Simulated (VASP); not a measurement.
# Sb (P2_1/m) in VASP: a series of runs

The runs below take Sb through single point, with PBE0(alpha).

Program: VASP 6.6.1. These are calculated values, not measurements. Logs are shortened: lines on timing, memory, paths and dates and some standing lists are left out, and cuts for length are marked.

## Step 1: The crystal as given

Symmetry: P2_1/m, No. 11, monoclinic system. The conventional cell has a = 3.122 Å, b = 4.348 Å, c = 4.406 Å, α = 90.00°, β = 90.51°, γ = 90.00°. Sb (site symmetry m) is surrounded by 6 Sb at 3.04 to 3.15 Å.

This isn't the form of Sb at room conditions, which is rhombohedral.

## Step 2: Single point, PBE0(alpha)

POSCAR reads:

```
Sb
1.0
    3.1224020000      0.0000000000      0.0000000000
    0.0000000000      4.3475180000      0.0000000000
   -0.0389150000      0.0000000000      4.4058520000
Sb
2
Direct
    0.0113890000      0.2500000000      0.2411660000
    0.9886110000      0.7500000000      0.7588340000
```

INCAR.step1 reads:

```
ALGO     = Normal         # electronic algorithm
EDIFF    = 1E-5           # SCF threshold, eV
ENCUT    = 520            # plane-wave cutoff, eV
GGA      = PE             # functional
ISIF     = 2              # what is computed and relaxed
ISMEAR   = -1             # smearing method
LASPH    = True           # aspherical terms in the spheres
LCHARG   = False          # write CHGCAR
LREAL    = False          # projectors in reciprocal space
LWAVE    = True           # write WAVECAR
NELM     = 80             # most SCF steps
PREC     = Accurate       # precision mode
SIGMA    = 0.05           # smearing width, eV
```

INCAR.step2 reads:

```
AEXX     = 0.2            # exact-exchange fraction
ALGO     = Normal         # electronic algorithm
EDIFF    = 1E-6           # SCF threshold, eV
ENCUT    = 520            # plane-wave cutoff, eV
GGA      = PE             # functional
HFRCUT   = -1           
ISIF     = 2              # what is computed and relaxed
ISMEAR   = -1             # smearing method
ISTART   = 1            
LASPH    = True           # aspherical terms in the spheres
LCHARG   = False          # write CHGCAR
LHFCALC  = True           # exact exchange
LREAL    = False          # projectors in reciprocal space
LWAVE    = False          # write WAVECAR
NELM     = 80             # most SCF steps
PREC     = Accurate       # precision mode
PRECFOCK = Fast         
SIGMA    = 0.05           # smearing width, eV
```

KPOINTS reads:

```
k-points
0
Gamma
  5 3 3
```

Potentials or basis: VASP PAW PBE potentials, release 64 (Sb).

Command:

```sh
$ cat potpaw_PBE.64/Sb/POTCAR > POTCAR
$ cp INCAR.step1 INCAR
$ mpirun -np 1 vasp_std > vasp.out
$ cp INCAR.step2 INCAR
$ mpirun -np 1 vasp_std > vasp.out
```

OUTCAR:

```text
AEXX = 0.2
   EDIFF = 1E-6
   ENCUT = 520
   GGA = PE
   ISIF = 2
   ISMEAR = -1
   ISTART = 1
   LASPH = True
   LHFCALC = True
   LREAL = False
   NELM = 80
   PREC = Accurate
   PRECFOCK = Fast

 ion  position               nearest neighbor table
   1  0.011  0.250  0.241-   2 3.04   2 3.04   2 3.15   2 3.15
   2  0.989  0.750  0.759-   1 3.04   1 3.04   1 3.15   1 3.15

  LATTYP: Found a simple monoclinic cell.
 ALAT       =     3.1224020000
 B/A-ratio  =     1.3923633152
 C/A-ratio  =     1.4111007668
 COS(beta)  =    -0.0088322263

  Lattice vectors:

 A1 = (   3.1224020000,   0.0000000000,   0.0000000000)
 A2 = (   0.0000000000,   4.3475180000,   0.0000000000)
 A3 = (  -0.0389150000,   0.0000000000,   4.4058520000)

Analysis of symmetry for initial positions (statically):
=====================================================================
 Subroutine PRICEL returns:
 Original cell was already a primitive cell.

 Routine SETGRP: Setting up the symmetry group for a
 simple monoclinic supercell.

 Subroutine GETGRP returns: Found  4 space group operations
 (whereof  2 operations were pure point group operations)
 out of a pool of  4 trial point group operations.

The static configuration has the point symmetry S_2 .
 The point group associated with its full space group is C_2h.

Analysis of symmetry for dynamics (positions and initial velocities):
=====================================================================
 Subroutine PRICEL returns:
 Original cell was already a primitive cell.

 Routine SETGRP: Setting up the symmetry group for a
 simple monoclinic supercell.

 Subroutine GETGRP returns: Found  4 space group operations
 (whereof  2 operations were pure point group operations)
 out of a pool of  4 trial point group operations.

The dynamic configuration has the point symmetry S_2 .
 The point group associated with its full space group is C_2h.

 Subroutine INISYM returns: Found  4 space group operations
 (whereof  2 operations are pure point group operations),
 and found     1 'primitive' translations

----------------------------------------------------------------------------------------

                                     Primitive cell

  volume of cell :      59.8081

  direct lattice vectors                    reciprocal lattice vectors
     3.122402000  0.000000000  0.000000000     0.320266257  0.000000000  0.002828774
[... 90 lines left out ...]
   EMIN   =  10.00;   EMAX   =-10.00  energy-range for DOS
   EFERMI =   0.00;   METHOD = LEGACY
   ISMEAR =    -1;   SIGMA  =   0.05  broadening in eV -4-tet -1-fermi 0-gaus
   EFERMI_NEDOS =   21; number of points for ismear=-14 and -15
   IALGO  =     38    algorithm
   IMIX   =      1    mixing-type and parameters
     AMIX     =   0.40;   BMIX     =  1.00
     AMIX_MAG =   1.60;   BMIX_MAG =  1.00
  volume/ion in A,a.u.               =      29.90       201.80
  Fermi-wavevector in a.u.,A,eV,Ry     =   0.901893  1.704330 11.067117  0.813410
  Thomas-Fermi vector in A             =   2.025029
   LORBIT       =      0    0 simple, 1 ext, 2 COOP (PROOUT), +10 PAW based schemes
   GGA     = PE    functional components
   LHFCALC =     T    Hartree Fock is set to
   PRECFOCK=fast      Normal, Fast or Accurate (Low or Medium for compatibility)
   ENCUT4O =  -1.0   cutoff for four orbital integrals eV
   NKREDX  =     1    reduce k-point grid by
   NKREDY  =     1    reduce k-point grid by
   NKREDZ  =     1    reduce k-point grid by
   AEXX    =    0.2000 exact exchange contribution
   HFSCREEN=    0.0000 screening length (either q_TF or 0.3 A-1)
   HFSCREENC=   0.0000 screening length for correlation (either q_TF or 0.3 A-1)
   ENCUTFOCK=  -1.0 apply spherical cutoff to Coloumb kernel
   IVDW    =     0    specifies the selected vdW correction
   LEPSILON=     F    determine dielectric tensor
   LRPA    =     F    only Hartree local field effects (RPA)
 non-spin polarized calculation
  energy-cutoff  :      520.00
  volume of cell :       59.81
 maximum number of plane-waves:      1624
  NGX = 14; NGY = 20; NGZ = 20

 number of electron       9.9999999 magnetization

 Free energy of the ion-electron system (eV)
  ---------------------------------------------------
  ext. energy  EPLUGINS =         0.00000000
  ---------------------------------------------------
  free energy    TOTEN  =       -10.40537469 eV

  energy without entropy =      -10.40185665  energy(sigma->0) =      -10.40361567

 E-fermi :   6.9782     XC(G=0):  -8.0209

 val. band max:        6.9750390848   @ k =   0.4000   0.0000   0.3333
 cond. band min:       7.6382952168   @ k =   0.0000   0.3333   0.0000
 fundamental gap:      0.6632561319
 Fermi energy:         6.9781650292

 k-point     1 :       0.0000    0.0000    0.0000
  band No.  band energies     occupation
      1      -6.8219      2.00000
      2      -1.2833      2.00000
      3       2.6384      2.00000
      4       2.7695      2.00000
      5       9.6251      0.00000
      6      10.6558      0.00000
      7      11.0848      0.00000
      8      11.2110      0.00000
      9      14.3656      0.00000
[... 169 lines left out ...]
 k-point    16 :      -0.2000    0.3333    0.3333
  band No.  band energies     occupation
      1      -4.6003      2.00000
      2      -3.1121      2.00000
      3       1.4516      2.00000
      4       3.2667      2.00000
      5       7.8193      0.00000
      6       9.0612      0.00000
      7      10.5196      0.00000
      8      13.1136      0.00000
      9      14.1412      0.00000

------------------------ aborting loop because EDIFF is reached ----------------------------------------

  FORCE on cell =-STRESS in cart. coord.  units (eV):
  Direction    XX          YY          ZZ          XY          YZ          ZX
  --------------------------------------------------------------------------------------
  -------------------------------------------------------------------------------------
  Total        1.0754298     -1.4539789     -1.3810424      0.0000000      0.0000000      0.0084043
  in kB       28.8092901    -38.9500989    -36.9962302      0.0000000      0.0000000      0.2251397
  external PRESSURE =     -15.7123463 kB  Pullay stress =       0.0000000 kB

 VOLUME and BASIS-vectors are now :
 -----------------------------------------------------------------------------
  energy-cutoff  :      520.00
  volume of cell :       59.81
      direct lattice vectors                 reciprocal lattice vectors
     3.122402000  0.000000000  0.000000000     0.320266257  0.000000000  0.002828774
     0.000000000  4.347518000  0.000000000     0.000000000  0.230016299  0.000000000
    -0.038915000  0.000000000  4.405852000     0.000000000  0.000000000  0.226970856

 POSITION                                       TOTAL-FORCE (eV/Angst)
 -----------------------------------------------------------------------------------
      0.02618      1.08688      1.06254        -0.086298     -0.000000     -0.223847
      3.05731      3.26064      3.34331         0.086298      0.000000      0.223847
 -----------------------------------------------------------------------------------
    total drift:                                0.000000      0.000000     -0.000000

  FREE ENERGIE OF THE ION-ELECTRON SYSTEM (eV)
  ---------------------------------------------------
  free  energy   TOTEN  =       -10.4053746890 eV

  energy  without entropy=      -10.4018566514  energy(sigma->0) =      -10.40361567
```

OUTCAR.step1:

```text
EDIFF = 1E-5
   ENCUT = 520
   GGA = PE
   ISIF = 2
   ISMEAR = -1
[... 409 lines left out ...]
 -----------------------------------------------------------------------------------
      0.02618      1.08688      1.06254        -0.074552     -0.000000     -0.079406
      3.05731      3.26064      3.34331         0.074552      0.000000      0.079406
 -----------------------------------------------------------------------------------
    total drift:                               -0.000000      0.000000      0.000000

  FREE ENERGIE OF THE ION-ELECTRON SYSTEM (eV)
  ---------------------------------------------------
  free  energy   TOTEN  =        -8.1442528705 eV

  energy  without entropy=       -8.1370645919  energy(sigma->0) =       -8.14065873
```

It took 62 s on 1 thread of Intel Xeon 6975P-C (Granite Rapids), shared host; peak memory 0.17 GiB.

Results:

```
Free energy            : -10.4054 eV
Pressure               : -1.6 GPa
Largest force          : 0.240 eV/Å
Band gap on the k mesh : none (metal or under the smearing width)
```

Forces in eV/Å, atoms in the order of the input:
```
Sb  -0.086  0.000 -0.224
Sb   0.086  0.000  0.224
```

Levels at points of the mesh, in eV from the Fermi level:
```
           k point  band 3  band 4  band 5  band 6  band 7  band 8
(0.00, 0.00, 0.00)   -4.34   -4.21    2.65    3.68    4.11    4.23
```

Caveat: the k mesh is coarse (spacing up to 0.48 Å⁻¹), so the values aren't converged, least of all with exact exchange; the PAW data sets were made with another functional, which shifts forces and pressure a little. The run has no spin-orbit coupling, so splittings on Sb are missing.

## Step 3: Single point, PBE0(alpha)

POSCAR is that of step 2.

INCAR.step1 is that of step 2.

Edit INCAR.step2 of step 2 so:

```diff
@@ -1,2 +1,2 @@
-AEXX     = 0.2            # exact-exchange fraction
+AEXX     = 0.25           # exact-exchange fraction
 ALGO     = Normal         # electronic algorithm
```

KPOINTS is that of step 2.

Potentials or basis: VASP PAW PBE potentials, release 64 (Sb).

Command:

```sh
$ cat potpaw_PBE.64/Sb/POTCAR > POTCAR
$ cp INCAR.step1 INCAR
$ mpirun -np 1 vasp_std > vasp.out
$ cp INCAR.step2 INCAR
$ mpirun -np 1 vasp_std > vasp.out
```

Run time: 61 s. Hardware: 1 thread of Intel Xeon 6975P-C (Granite Rapids), shared host; peak memory 0.17 GiB.

It converged, with:

| Item | Value |
| --- | --- |
| Free energy | -11.0512 eV |
| Pressure | -2.4 GPa |
| Largest force | 0.282 eV/Å |
| Band gap on the k mesh | none (metal or under the smearing width) |

Forces on the atoms (eV/Å):
```
Sb  -0.090  0.000 -0.267
Sb   0.090  0.000  0.267
```

Stress tensor (GPa, compression positive):
```
 2.11  0.00  0.01
 0.00 -4.82  0.00
 0.01  0.00 -4.59
```

Levels at points of the mesh, in eV from the Fermi level:
```tsv
k point	band 3	band 4	band 5	band 6	band 7	band 8
(0.00, 0.00, 0.00)	-4.55	-4.42	2.77	3.81	4.29	4.42
```

Caveat: the k mesh is coarse (spacing up to 0.48 Å⁻¹), so the values aren't converged, least of all with exact exchange; the PAW data sets were made with another functional, which shifts forces and pressure a little.

## Step 4: Single point, PBE0(alpha)

POSCAR is that of step 3.

INCAR.step1 is that of step 3.

Edit INCAR.step2 of step 3 so:

```diff
@@ -1,2 +1,2 @@
-AEXX     = 0.25           # exact-exchange fraction
+AEXX     = 0.3            # exact-exchange fraction
 ALGO     = Normal         # electronic algorithm
```

KPOINTS is that of step 3.

Potentials or basis: VASP PAW PBE potentials, release 64 (Sb).

Command:

```sh
$ cat potpaw_PBE.64/Sb/POTCAR > POTCAR
$ cp INCAR.step1 INCAR
$ mpirun -np 1 vasp_std > vasp.out
$ cp INCAR.step2 INCAR
$ mpirun -np 1 vasp_std > vasp.out
```

OUTCAR:

```text
AEXX = 0.3
   EDIFF = 1E-6
   ENCUT = 520
   GGA = PE
   ISIF = 2
   ISMEAR = -1
   ISTART = 1
   LASPH = True
   LHFCALC = True
   LREAL = False
   NELM = 80
   PREC = Accurate
   PRECFOCK = Fast

 ion  position               nearest neighbor table
   1  0.011  0.250  0.241-   2 3.04   2 3.04   2 3.15   2 3.15
   2  0.989  0.750  0.759-   1 3.04   1 3.04   1 3.15   1 3.15

  LATTYP: Found a simple monoclinic cell.
 ALAT       =     3.1224020000
 B/A-ratio  =     1.3923633152
[... 383 lines left out ...]
------------------------ aborting loop because EDIFF is reached ----------------------------------------

  FORCE on cell =-STRESS in cart. coord.  units (eV):
  Direction    XX          YY          ZZ          XY          YZ          ZX
  --------------------------------------------------------------------------------------
  -------------------------------------------------------------------------------------
  Total        0.4770933     -2.1638207     -2.0683262      0.0000000      0.0000000      0.0019213
  in kB       12.7806740    -57.9657867    -55.4076212      0.0000000      0.0000000      0.0514682
  external PRESSURE =     -33.5309113 kB  Pullay stress =       0.0000000 kB

 VOLUME and BASIS-vectors are now :
 -----------------------------------------------------------------------------
  energy-cutoff  :      520.00
  volume of cell :       59.81
      direct lattice vectors                 reciprocal lattice vectors
     3.122402000  0.000000000  0.000000000     0.320266257  0.000000000  0.002828774
     0.000000000  4.347518000  0.000000000     0.000000000  0.230016299  0.000000000
    -0.038915000  0.000000000  4.405852000     0.000000000  0.000000000  0.226970856

 POSITION                                       TOTAL-FORCE (eV/Angst)
 -----------------------------------------------------------------------------------
      0.02618      1.08688      1.06254        -0.094058      0.000000     -0.314702
      3.05731      3.26064      3.34331         0.094058      0.000000      0.314702
 -----------------------------------------------------------------------------------
    total drift:                                0.000000      0.000000     -0.000000

  FREE ENERGIE OF THE ION-ELECTRON SYSTEM (eV)
  ---------------------------------------------------
  free  energy   TOTEN  =       -11.7416135200 eV

  energy  without entropy=      -11.7384729590  energy(sigma->0) =      -11.74004324
```

OSZICAR.step1:

```text
N       E                     dE             d eps       ncg     rms          rms(c)
DAV:   1     0.339092921744E+02    0.33909E+02   -0.36626E+03   288   0.885E+02
DAV:   2    -0.682915975283E+01   -0.40738E+02   -0.40244E+02   414   0.122E+02
DAV:   3    -0.812723521659E+01   -0.12981E+01   -0.12890E+01   377   0.266E+01
DAV:   4    -0.813569728930E+01   -0.84621E-02   -0.84596E-02   356   0.251E+00
DAV:   5    -0.813575645258E+01   -0.59163E-04   -0.59162E-04   346   0.207E-01    0.274E+00
DAV:   6    -0.814052940741E+01   -0.47730E-02   -0.17540E-03   334   0.354E-01    0.164E+00
DAV:   7    -0.814409031793E+01   -0.35609E-02   -0.40017E-03   315   0.547E-01    0.822E-02
DAV:   8    -0.814424127625E+01   -0.15096E-03   -0.36644E-04   308   0.139E-01    0.148E-02
DAV:   9    -0.814425198665E+01   -0.10710E-04   -0.26257E-05   307   0.411E-02    0.779E-03
DAV:  10    -0.814425287045E+01   -0.88381E-06   -0.52131E-06   163   0.161E-02
   1 F= -.81442529E+01 E0= -.81406587E+01  d E =-.718828E-02
```

Wall time 63 s (1 thread of Intel Xeon 6975P-C (Granite Rapids), shared host); peak memory 0.17 GiB.

Results:

```yaml
Free_energy: -11.7416 eV
Pressure: -3.4 GPa
Largest_force: 0.328 eV/Å
Band_gap_on_the_k_mesh: none (metal or under the smearing width)
```

Forces on the atoms (eV/Å):
```
Sb  -0.094  0.000 -0.315
Sb   0.094  0.000  0.315
```

Caveat: the k mesh is coarse (spacing up to 0.48 Å⁻¹), so the values aren't converged, least of all with exact exchange; the PAW data sets were made with another functional, which shifts forces and pressure a little. The run has no spin-orbit coupling, so splittings on Sb are missing.

## Step 5: Single point, PBE0(alpha)

POSCAR is that of step 4.

INCAR.step1 is that of step 4.

Edit INCAR.step2 of step 4 so:

```diff
@@ -1,2 +1,2 @@
-AEXX     = 0.3            # exact-exchange fraction
+AEXX     = 0.4            # exact-exchange fraction
 ALGO     = Normal         # electronic algorithm
```

KPOINTS is that of step 4.

Command:

```sh
$ cat potpaw_PBE.64/Sb/POTCAR > POTCAR
$ cp INCAR.step1 INCAR
$ mpirun -np 1 vasp_std > vasp.out
$ cp INCAR.step2 INCAR
$ mpirun -np 1 vasp_std > vasp.out
```

It took 69 s on 1 thread of Intel Xeon 6975P-C (Granite Rapids), shared host; peak memory 0.17 GiB.

The run converged. Its results:

* Free energy: -13.2986 eV
* Pressure: -5.4 GPa
* Largest force: 0.441 eV/Å
* Band gap on the k mesh: none (metal or under the smearing width)

Forces on the atoms (eV/Å):
```
Sb  -0.104  0.000 -0.429
Sb   0.104  0.000  0.429
```

Stress tensor (GPa, compression positive):
```
-0.66  0.00 -0.01
 0.00 -7.97  0.00
-0.01  0.00 -7.66
```

Levels at points of the mesh, in eV from the Fermi level:
```
           k point  band 1  band 2  band 3  band 4  band 5  band 6  band 7  band 8  band 9
(0.00, 0.00, 0.00)  -15.20   -9.18   -5.19   -5.06    3.18    4.20    4.82    4.96    8.05
```

Caveat: the k mesh is coarse (spacing up to 0.48 Å⁻¹), so the values aren't converged, least of all with exact exchange; the PAW data sets were made with another functional, which shifts forces and pressure a little. Spin-orbit coupling is left out, which matters for the levels of Sb.

## Step 6: The runs side by side

| share of exact exchange | gap on the mesh (eV) | pressure (GPa) | largest force (eV/Å) |
| --- | --- | --- | --- |
| 0.2 | none | -1.6 | 0.24 |
| 0.25 | none | -2.4 | 0.28 |
| 0.3 | none | -3.4 | 0.33 |
| 0.4 | none | -5.4 | 0.44 |

Alike in all rows: task single point; level PBE0(alpha); potentials or basis VASP PAW PBE potentials, release 64 (Sb); no spin polarisation; cell as given; k mesh 5 × 3 × 3; cutoff (eV) 520; smearing fermi-dirac 0.05 eV; the mesh is coarse, so values aren't converged.

Caveats: all runs use coarse meshes; the PAW data sets were made with another functional, which shifts forces and pressure a little.

Total energies depend on the potentials used, so only differences within one code and one set of settings carry meaning.
